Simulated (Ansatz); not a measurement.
# SiC: a one-atom displacement scan

The task, for SiC: map the energy as atom 1 (Si) is pushed off its site.

The COD entry's cell or inner coordinates are ideal or old and differ from later refinements, so a difference from it is no clean test against experiment.

Program: Ansatz 0.2.0. Level of theory: DFT r2SCAN, scalar-relativistic, plane waves, PAW. These are calculated values, not measurements.

2 further runs of the same task are left out: 2 set aside as unsound or not needed.

### 1 The system as given

Symmetry: F-43m, No. 216, cubic system. The conventional cell has a = 4.356 Å, b = 4.356 Å, c = 4.356 Å, α = 90.00°, β = 90.00°, γ = 90.00°. Around Si (site symmetry -43m) lie 4 C at 1.89 Å. C (site symmetry -43m) has 4 Si at 1.89 Å as nearest neighbours.

Structure file:

```cif
data_structure
_symmetry_space_group_name_H-M 'P 1'
_symmetry_Int_Tables_number 1
_cell_length_a 4.3563
_cell_length_b 4.3563
_cell_length_c 4.3563
_cell_angle_alpha 90.000
_cell_angle_beta 90.000
_cell_angle_gamma 90.000
_cell_volume 82.67
loop_
_atom_site_label
_atom_site_type_symbol
_atom_site_fract_x
_atom_site_fract_y
_atom_site_fract_z
_atom_site_occupancy
Si1 Si 0.00000 0.00000 0.00000 1
Si2 Si 0.50000 0.50000 0.00000 1
Si3 Si 0.50000 0.00000 0.50000 1
Si4 Si 0.00000 0.50000 0.50000 1
C1 C 0.75000 0.75000 0.75000 1
C2 C 0.25000 0.25000 0.75000 1
C3 C 0.25000 0.75000 0.25000 1
C4 C 0.75000 0.25000 0.25000 1
```

It is built from the cell relaxed beforehand with the same method (10.33 Å³/atom).

### 2 The reference cell

The cell is repeated 4 times, 8 atoms in all. Reference values: F = -3565.3361 eV; pressure 0.01 GPa; largest force 0.000 eV/Å; gap on the mesh 1.71 eV. It was computed beforehand with the settings of the runs below.

### 3 The scan: a one-atom displacement scan

Atom 1 (Si) is moved by x along the Cartesian unit vector (-0.577, 0.577, 0.577); the cell and all other atoms stay fixed. Forces below are components along that vector, summed over the moved atoms. In a periodic cell its images move with it.

### 4 Point x = -0.200 Å

Input file input.yaml:

```yaml
crystal:
  lattice:
    - [4.356289964, 0.0, 0.0]
    - [0.0, -4.356289964, 0.0]
    - [0.0, 0.0, -4.356289964]
  atoms:
    - { symbol: Si, position: [0.0265065124, 0.0265065124, 0.0265065124] }
    - { symbol: Si, position: [0.5, 0.5, 0.0] }
    - { symbol: Si, position: [0.5, 0.0, 0.5] }
    - { symbol: Si, position: [0.0, 0.5, 0.5] }
    - { symbol: C, position: [0.75, 0.75, 0.75] }
    - { symbol: C, position: [0.25, 0.25, 0.75] }
    - { symbol: C, position: [0.25, 0.75, 0.25] }
    - { symbol: C, position: [0.75, 0.25, 0.25] }
basis:
  ecutwfc: 500
kpoints:
  mp_grid: { grid: [6, 6, 6] }
hamiltonian:
  xc: r2scan
scf:
  occupations: { method: gaussian, width: 0.05 }
output:
  forces: true
  stress: true
  eigenvalues: true
```

Command:

```sh
$ ansatz run input.yaml --threads 1 --pin off --max-ram 2560MiB --backend cpu --events-out ev --progress --plain --runs-dir out
```

Standard output, shortened:

```text
Warning: RAYON_NUM_THREADS=1 ignored (pool sized by the plan → 1); use --threads N
[...]
Pseudopotentials: kind: paw
Pseudopotential: Si, paw, valence charge 4, recommended cutoff 500 eV (meta_gga), Si.paw.azcp
Pseudopotential: C, paw, valence charge 4, recommended cutoff 500 eV (meta_gga), C.paw.azcp
Functional definition: r2SCAN
[...]
Crystal: 8 atoms, lattice volume = 82.670 Å³
Basis set: ecut = 500 eV, 2103 PW (Γ), exchange–correlation on 128×128×128 points (64 copies of the dense FFT grid, shifted against one another)
Bands: 24, of which v1, the nominal top of the filled ones, is band 16 counted from 1 (15 counted from 0)
Symmetry: 6 space group operations
Space group: R3m (ITA 160), of the structure as read, at distance tolerance 4.4e-5 Å
k-points: 32 of 216 (time reversal used)
[...]
SCF iter   1: F=—  HF=-3564.713595 eV  |F-HF|=—  |Δ(HF+E_count)|=         —  Δρ=6.08e-3  dr2=2.70e-2  dr2_τ=7.88e-1  ethr=1.77e-3  ⟨swp⟩=6.7  Hψ=4398  notcnv=0  defer=3
[...]
SCF iter   7: F=-3564.887339 eV  HF=-3564.887339 eV  |F-HF|=1.15e-9  |Δ(HF+E_count)|=   1.48e-7  Δρ=3.14e-6  dr2=8.32e-9  dr2_τ=5.28e-10  ethr=3.13e-10  ⟨swp⟩=8.2  Hψ=3778  notcnv=0
[...]
SCF converged after 7 iterations
Free energy (F): -3564.887339 eV
[...]
E sigma→0 (E₀):  -3564.887339 eV
Fermi energy:    10.047371 eV
[...]
--- Forces (eV/Å), atoms counted from 1 ---
  atom   1  Si    -2.39073276     2.39073276     2.39073276
  atom   2  Si     0.68838425    -0.68838425     0.56573628
  atom   3  Si     0.68838425     0.56573628    -0.68838425
  atom   4  Si    -0.56573628    -0.68838425    -0.68838425
  atom   5  C      0.57914700    -0.57914700    -0.57914700
  atom   6  C      0.55289655    -0.55289655     0.10523406
  atom   7  C      0.55289655     0.10523406    -0.55289655
  atom   8  C     -0.10523406    -0.55289655    -0.55289655
[...]
--- Stress (GPa, compression-positive) ---
        1.087963       0.860584       0.860584
        0.860584       1.087963      -0.860584
        0.860584      -0.860584       1.087963
  P = ⅓ Tr σ = 1.0880 GPa (10.880 kbar)
--- Band table (eV; the first three rows and the last of 32) ---
  k-point 0: bands = ["-6.8698", "-1.9446", "-1.9446", "-1.3772", "1.2680", "1.2680", "1.3612", "5.9197", "5.9197", "5.9604", "6.0248", "6.0248", "6.2702", "9.2655", "9.2655", "9.7451", "10.3496", "11.4052", "11.4052", "14.1227", "14.1227", "14.1587", "16.1537"]
[...]
```

It took 16 s on 1 thread of Intel Xeon Platinum 8259CL at 2.50GHz (Skylake/Cascade Lake), shared host; peak memory 0.47 GiB.

### 5 Point x = 0.160 Å

Changes to input.yaml since step 4:

```diff
@@ -6,3 +6,3 @@
   atoms:
-    - { symbol: Si, position: [0.0265065124, 0.0265065124, 0.0265065124] }
+    - { symbol: Si, position: [-0.0212052099, -0.0212052099, -0.0212052099] }
     - { symbol: Si, position: [0.5, 0.5, 0.0] }
```

Command:

```sh
$ ansatz run input.yaml --threads 1 --pin off --max-ram 2560MiB --backend cpu --events-out ev --progress --plain --runs-dir out
```

Standard output, shortened:

```text
[...]
SCF converged after 7 iterations
Free energy (F): -3564.945230 eV
[...]
E sigma→0 (E₀):  -3564.945230 eV
Fermi energy:    10.182187 eV
[...]
--- Forces (eV/Å), atoms counted from 1 ---
  atom   1  Si     3.04430842    -3.04430842    -3.04430842
  atom   2  Si    -0.52287877     0.52287877    -0.45342485
  atom   3  Si    -0.52287877    -0.45342485     0.52287877
  atom   4  Si     0.45342485     0.52287877     0.52287877
  atom   5  C     -1.57663400     1.57663400     1.57663400
  atom   6  C     -0.42907055     0.42907055     0.01719195
  atom   7  C     -0.42907055     0.01719195     0.42907055
  atom   8  C     -0.01719195     0.42907055     0.42907055
[...]
--- Stress (GPa, compression-positive) ---
        1.127910      -2.252647      -2.252647
       -2.252647       1.127910       2.252647
       -2.252647       2.252647       1.127910
  P = ⅓ Tr σ = 1.1279 GPa (11.279 kbar)
--- Band table (eV; the first three rows and the last of 32) ---
  k-point 0: bands = ["-6.8588", "-2.1346", "-1.5478", "-1.5478", "1.2821", "1.2821", "1.3506", "5.8419", "5.9517", "5.9517", "6.0924", "6.1598", "6.1598", "9.1936", "9.5094", "9.5094", "10.8550", "10.8550", "11.4978", "14.1481", "14.1481", "14.1721", "16.1611"]
[...]
```

It took 17 s on 1 thread of Intel Xeon Platinum 8259CL at 2.50GHz (Skylake/Cascade Lake), shared host; peak memory 0.5 GiB.

### 6 At x = -0.120 Å

Changes to input.yaml since step 5:

```diff
@@ -6,3 +6,3 @@
   atoms:
-    - { symbol: Si, position: [-0.0212052099, -0.0212052099, -0.0212052099] }
+    - { symbol: Si, position: [0.0159039074, 0.0159039074, 0.0159039074] }
     - { symbol: Si, position: [0.5, 0.5, 0.0] }
```

Command:

```sh
$ ansatz run input.yaml --threads 1 --pin off --max-ram 2560MiB --backend cpu --events-out ev --progress --plain --runs-dir out
```

Standard output, shortened:

```text
[...]
SCF converged after 7 iterations
Free energy (F): -3565.164088 eV
[...]
E sigma→0 (E₀):  -3565.164088 eV
Fermi energy:    10.126488 eV
[...]
--- Forces (eV/Å), atoms counted from 1 ---
  atom   1  Si    -1.57589363     1.57589363     1.57589363
  atom   2  Si     0.40775487    -0.40775487     0.34038701
  atom   3  Si     0.40775487     0.34038701    -0.40775487
  atom   4  Si    -0.34038701    -0.40775487    -0.40775487
  atom   5  C      0.46822096    -0.46822096    -0.46822096
  atom   6  C      0.34067474    -0.34067474     0.04879801
  atom   7  C      0.34067474     0.04879801    -0.34067474
  atom   8  C     -0.04879801    -0.34067474    -0.34067474
[...]
--- Stress (GPa, compression-positive) ---
        0.440791       0.691250       0.691250
        0.691250       0.440791      -0.691250
        0.691250      -0.691250       0.440791
  P = ⅓ Tr σ = 0.4408 GPa (4.408 kbar)
--- Band table (eV; the first three rows and the last of 32) ---
  k-point 0: bands = ["-6.8350", "-1.8538", "-1.8538", "-1.4901", "1.3002", "1.3002", "1.3350", "5.9700", "5.9700", "5.9947", "6.0395", "6.0395", "6.1871", "9.3011", "9.3011", "9.5793", "10.6737", "11.2780", "11.2780", "14.1711", "14.1711", "14.1839", "16.1770"]
[...]
```

Wall time 17 s (1 thread of Intel Xeon Platinum 8259CL at 2.50GHz (Skylake/Cascade Lake), shared host); peak memory 0.5 GiB.

### 7 Point x = 0.080 Å

Changes to input.yaml since step 6:

```diff
@@ -6,3 +6,3 @@
   atoms:
-    - { symbol: Si, position: [0.0159039074, 0.0159039074, 0.0159039074] }
+    - { symbol: Si, position: [-0.0106026049, -0.0106026049, -0.0106026049] }
     - { symbol: Si, position: [0.5, 0.5, 0.0] }
```

Command:

```sh
$ ansatz run input.yaml --threads 1 --pin off --max-ram 2560MiB --backend cpu --events-out ev --progress --plain --runs-dir out
```

Standard output, shortened:

```text
Warning: RAYON_NUM_THREADS=1 ignored (pool sized by the plan → 1); use --threads N
[...]
[... 4 set-up lines as earlier in the session ...]
[...]
Crystal: 8 atoms, lattice volume = 82.670 Å³
Basis set: ecut = 500 eV, 2103 PW (Γ), exchange–correlation on 128×128×128 points (64 copies of the dense FFT grid, shifted against one another)
Bands: 24, of which v1, the nominal top of the filled ones, is band 16 counted from 1 (15 counted from 0)
[... 2 set-up lines as earlier in the session ...]
k-points: 32 of 216 (time reversal used)
[...]
SCF converged after 7 iterations
Free energy (F): -3565.245519 eV
[...]
E sigma→0 (E₀):  -3565.245519 eV
Fermi energy:    10.203602 eV
[...]
--- Forces (eV/Å), atoms counted from 1 ---
  atom   1  Si     1.35473245    -1.35473245    -1.35473245
  atom   2  Si    -0.26390304     0.26390304    -0.22721880
  atom   3  Si    -0.26390304    -0.22721880     0.26390304
  atom   4  Si     0.22721880     0.26390304     0.26390304
  atom   5  C     -0.61145022     0.61145022     0.61145022
  atom   6  C     -0.22304574     0.22304574    -0.00339907
  atom   7  C     -0.22304574    -0.00339907     0.22304574
  atom   8  C      0.00339907     0.22304574     0.22304574
[...]
--- Stress (GPa, compression-positive) ---
        0.258583      -0.880366      -0.880366
       -0.880366       0.258583       0.880366
       -0.880366       0.880366       0.258583
  P = ⅓ Tr σ = 0.2586 GPa (2.586 kbar)
--- Band table (eV; the first three rows and the last of 32) ---
[... band rows left out ...]
[...]
```

Wall time 15 s (1 thread of Intel Xeon Platinum 8259CL at 2.50GHz (Skylake/Cascade Lake), shared host); peak memory 0.49 GiB.

### 8 x = -0.040 Å

Changes to input.yaml since step 7:

```diff
@@ -6,3 +6,3 @@
   atoms:
-    - { symbol: Si, position: [-0.0106026049, -0.0106026049, -0.0106026049] }
+    - { symbol: Si, position: [0.0053013025, 0.0053013025, 0.0053013025] }
     - { symbol: Si, position: [0.5, 0.5, 0.0] }
```

Command:

```sh
$ ansatz run input.yaml --threads 1 --pin off --max-ram 2560MiB --backend cpu --events-out ev --progress --plain --runs-dir out
```

Standard output, shortened:

```text
[...]
SCF converged after 7 iterations
Free energy (F): -3565.315671 eV
[...]
E sigma→0 (E₀):  -3565.315671 eV
Fermi energy:    10.198949 eV
[...]
--- Forces (eV/Å), atoms counted from 1 ---
  atom   1  Si    -0.57884765     0.57884765     0.57884765
  atom   2  Si     0.13421625    -0.13421625     0.11363315
  atom   3  Si     0.13421625     0.11363315    -0.13421625
  atom   4  Si    -0.11363315    -0.13421625    -0.13421625
  atom   5  C      0.20608976    -0.20608976    -0.20608976
  atom   6  C      0.11434153    -0.11434153     0.01072389
  atom   7  C      0.11434153     0.01072389    -0.11434153
  atom   8  C     -0.01072389    -0.11434153    -0.11434153
[...]
--- Stress (GPa, compression-positive) ---
        0.059782       0.301011       0.301011
        0.301011       0.059782      -0.301011
        0.301011      -0.301011       0.059782
  P = ⅓ Tr σ = 0.0598 GPa (0.598 kbar)
--- Band table (eV; the first three rows and the last of 32) ---
  k-point 0: bands = ["-6.8163", "-1.7634", "-1.7634", "-1.6344", "1.3168", "1.3168", "1.3208", "6.0169", "6.0169", "6.0267", "6.0459", "6.0459", "6.0920", "9.3482", "9.3482", "9.4372", "10.9607", "11.1515", "11.1515", "14.1964", "14.1964", "14.1978", "16.1904"]
[...]
```

Wall time 15 s (1 thread of Intel Xeon Platinum 8259CL at 2.50GHz (Skylake/Cascade Lake), shared host); peak memory 0.49 GiB.

### 9 x = 0.200 Å

Changes to input.yaml since step 8:

```diff
@@ -6,3 +6,3 @@
   atoms:
-    - { symbol: Si, position: [0.0053013025, 0.0053013025, 0.0053013025] }
+    - { symbol: Si, position: [-0.0265065124, -0.0265065124, -0.0265065124] }
     - { symbol: Si, position: [0.5, 0.5, 0.0] }
```

Command:

```sh
$ ansatz run input.yaml --threads 1 --pin off --max-ram 2560MiB --backend cpu --events-out ev --progress --plain --runs-dir out
```

Standard output, shortened:

```text
Warning: RAYON_NUM_THREADS=1 ignored (pool sized by the plan → 1); use --threads N
[...]
[... 4 set-up lines as earlier in the session ...]
[...]
Crystal: 8 atoms, lattice volume = 82.670 Å³
Basis set: ecut = 500 eV, 2103 PW (Γ), exchange–correlation on 128×128×128 points (64 copies of the dense FFT grid, shifted against one another)
Bands: 24, of which v1, the nominal top of the filled ones, is band 16 counted from 1 (15 counted from 0)
[... 2 set-up lines as earlier in the session ...]
k-points: 32 of 216 (time reversal used)
[...]
SCF converged after 7 iterations
Free energy (F): -3564.700131 eV
[...]
E sigma→0 (E₀):  -3564.700131 eV
Fermi energy:    10.174298 eV
[...]
--- Forces (eV/Å), atoms counted from 1 ---
  atom   1  Si     4.05178890    -4.05178890    -4.05178890
  atom   2  Si    -0.65096603     0.65096603    -0.56563082
  atom   3  Si    -0.65096603    -0.56563082     0.65096603
  atom   4  Si     0.56563082     0.65096603     0.65096603
  atom   5  C     -2.23425648     2.23425648     2.23425648
  atom   6  C     -0.52267210     0.52267210     0.03587858
  atom   7  C     -0.52267210     0.03587858     0.52267210
  atom   8  C     -0.03587858     0.52267210     0.52267210
[...]
--- Stress (GPa, compression-positive) ---
        1.852512      -3.180153      -3.180153
       -3.180153       1.852512       3.180153
       -3.180153       3.180153       1.852512
  P = ⅓ Tr σ = 1.8525 GPa (18.525 kbar)
--- Band table (eV; the first three rows and the last of 32) ---
[... band rows left out ...]
[...]
```

Run time: 19 s. Hardware: 1 thread of Intel Xeon Platinum 8259CL at 2.50GHz (Skylake/Cascade Lake), shared host; peak memory 0.5 GiB.

### 10 Point x = -0.160 Å

Changes to input.yaml since step 9:

```diff
@@ -6,3 +6,3 @@
   atoms:
-    - { symbol: Si, position: [-0.0265065124, -0.0265065124, -0.0265065124] }
+    - { symbol: Si, position: [0.0212052099, 0.0212052099, 0.0212052099] }
     - { symbol: Si, position: [0.5, 0.5, 0.0] }
```

Command:

```sh
$ ansatz run input.yaml --threads 1 --pin off --max-ram 2560MiB --backend cpu --events-out ev --progress --plain --runs-dir out
```

Standard output, shortened:

```text
[...]
SCF converged after 7 iterations
Free energy (F): -3565.039818 eV
[...]
E sigma→0 (E₀):  -3565.039818 eV
Fermi energy:    10.087791 eV
[...]
--- Forces (eV/Å), atoms counted from 1 ---
  atom   1  Si    -2.00423377     2.00423377     2.00423377
  atom   2  Si     0.54719870    -0.54719870     0.45330595
  atom   3  Si     0.54719870     0.45330595    -0.54719870
  atom   4  Si    -0.45330595    -0.54719870    -0.54719870
  atom   5  C      0.53950857    -0.53950857    -0.53950857
  atom   6  C      0.44935627    -0.44935627     0.07507191
  atom   7  C      0.44935627     0.07507191    -0.44935627
  atom   8  C     -0.07507191    -0.44935627    -0.44935627
[...]
--- Stress (GPa, compression-positive) ---
        0.737883       0.799926       0.799926
        0.799926       0.737883      -0.799926
        0.799926      -0.799926       0.737883
  P = ⅓ Tr σ = 0.7379 GPa (7.379 kbar)
--- Band table (eV; the first three rows and the last of 32) ---
  k-point 0: bands = ["-6.8506", "-1.8992", "-1.8992", "-1.4299", "1.2860", "1.2860", "1.3467", "5.9459", "5.9459", "5.9778", "6.0322", "6.0322", "6.2304", "9.2819", "9.2819", "9.6595", "10.5161", "11.3417", "11.3417", "14.1496", "14.1496", "14.1725", "16.1663"]
[...]
```

Run time: 18 s. Hardware: 1 thread of Intel Xeon Platinum 8259CL at 2.50GHz (Skylake/Cascade Lake), shared host; peak memory 0.5 GiB.

### 11 Point x = 0.120 Å

Changes to input.yaml since step 10:

```diff
@@ -6,3 +6,3 @@
   atoms:
-    - { symbol: Si, position: [0.0212052099, 0.0212052099, 0.0212052099] }
+    - { symbol: Si, position: [-0.0159039074, -0.0159039074, -0.0159039074] }
     - { symbol: Si, position: [0.5, 0.5, 0.0] }
```

Command:

```sh
$ ansatz run input.yaml --threads 1 --pin off --max-ram 2560MiB --backend cpu --events-out ev --progress --plain --runs-dir out
```

Standard output, shortened:

```text
Warning: RAYON_NUM_THREADS=1 ignored (pool sized by the plan → 1); use --threads N
[...]
[... 4 set-up lines as earlier in the session ...]
[...]
Crystal: 8 atoms, lattice volume = 82.670 Å³
Basis set: ecut = 500 eV, 2103 PW (Γ), exchange–correlation on 128×128×128 points (64 copies of the dense FFT grid, shifted against one another)
Bands: 24, of which v1, the nominal top of the filled ones, is band 16 counted from 1 (15 counted from 0)
[... 2 set-up lines as earlier in the session ...]
k-points: 32 of 216 (time reversal used)
[...]
SCF converged after 7 iterations
Free energy (F): -3565.124594 eV
[...]
E sigma→0 (E₀):  -3565.124594 eV
Fermi energy:    10.191946 eV
[...]
--- Forces (eV/Å), atoms counted from 1 ---
  atom   1  Si     2.15100682    -2.15100682    -2.15100682
  atom   2  Si    -0.39391529     0.39391529    -0.34053634
  atom   3  Si    -0.39391529    -0.34053634     0.39391529
  atom   4  Si     0.34053634     0.39391529     0.39391529
  atom   5  C     -1.04206238     1.04206238     1.04206238
  atom   6  C     -0.32883136     0.32883136     0.00398268
  atom   7  C     -0.32883136     0.00398268     0.32883136
  atom   8  C     -0.00398268     0.32883136     0.32883136
[...]
--- Stress (GPa, compression-positive) ---
        0.604988      -1.494463      -1.494463
       -1.494463       0.604988       1.494463
       -1.494463       1.494463       0.604988
  P = ⅓ Tr σ = 0.6050 GPa (6.050 kbar)
--- Band table (eV; the first three rows and the last of 32) ---
[... band rows left out ...]
[...]
```

Wall time 15 s (1 thread of Intel Xeon Platinum 8259CL at 2.50GHz (Skylake/Cascade Lake), shared host); peak memory 0.5 GiB.

### 12 At x = -0.080 Å

Changes to input.yaml since step 11:

```diff
@@ -6,3 +6,3 @@
   atoms:
-    - { symbol: Si, position: [-0.0159039074, -0.0159039074, -0.0159039074] }
+    - { symbol: Si, position: [0.0106026049, 0.0106026049, 0.0106026049] }
     - { symbol: Si, position: [0.5, 0.5, 0.0] }
```

Command:

```sh
$ ansatz run input.yaml --threads 1 --pin off --max-ram 2560MiB --backend cpu --events-out ev --progress --plain --runs-dir out
```

Standard output, shortened:

```text
[...]
SCF converged after 7 iterations
Free energy (F): -3565.257134 eV
[...]
E sigma→0 (E₀):  -3565.257134 eV
Fermi energy:    10.163547 eV
[...]
--- Forces (eV/Å), atoms counted from 1 ---
  atom   1  Si    -1.10224768     1.10224768     1.10224768
  atom   2  Si     0.27010267    -0.27010267     0.22712474
  atom   3  Si     0.27010267     0.22712474    -0.27010267
  atom   4  Si    -0.22712474    -0.27010267    -0.27010267
  atom   5  C      0.35940797    -0.35940797    -0.35940797
  atom   6  C      0.22845114    -0.22845114     0.02714236
  atom   7  C      0.22845114     0.02714236    -0.22845114
  atom   8  C     -0.02714236    -0.22845114    -0.22845114
[...]
--- Stress (GPa, compression-positive) ---
        0.209985       0.527825       0.527825
        0.527825       0.209985      -0.527825
        0.527825      -0.527825       0.209985
  P = ⅓ Tr σ = 0.2100 GPa (2.100 kbar)
--- Band table (eV; the first three rows and the last of 32) ---
  k-point 0: bands = ["-6.8234", "-1.8085", "-1.8085", "-1.5581", "1.3105", "1.3105", "1.3262", "5.9933", "5.9933", "6.0111", "6.0447", "6.0447", "6.1408", "9.3232", "9.3232", "9.5050", "10.8221", "11.2146", "11.2146", "14.1868", "14.1868", "14.1925", "16.1852"]
[...]
```

Wall time 15 s (1 thread of Intel Xeon Platinum 8259CL at 2.50GHz (Skylake/Cascade Lake), shared host); peak memory 0.5 GiB.

### 13 The scan collected

All points in order; energies are free energies above the reference cell:

```csv
x (Å),ΔE (meV/cell),force on the moved atoms (eV/Å),pressure (GPa),gap on the mesh (eV)
-0.200,448.7,4.141,1.1,0.60
-0.160,296.2,3.471,0.7,0.86
-0.120,172.0,2.730,0.4,1.09
-0.080,78.9,1.909,0.2,1.32
-0.040,20.4,1.003,0.1,1.52
0.000,0.0,0.000,0.0,1.71
0.080,90.5,-2.346,0.3,1.53
0.120,211.5,-3.726,0.6,1.44
0.160,390.8,-5.273,1.1,1.35
0.200,635.9,-7.018,1.9,1.25
```

### 14 Results

| quantity | value |
| --- | --- |
| force constant along x, from the points at -0.040, 0 and 0.080 Å | 26.49 eV/Å² |

**Reading.** Near the site the force constant is 26.49 eV/Å²; for the mass of Si against a rigid frame that is a vibration of about 506 cm⁻¹. No sampled point lies below the undisturbed cell. The well is lopsided: x = 0.200 Å costs 636 meV against 449 meV on the other side, and the dearer side brings atoms closer together. The gap on the mesh stays between 0.60 and 1.71 eV.
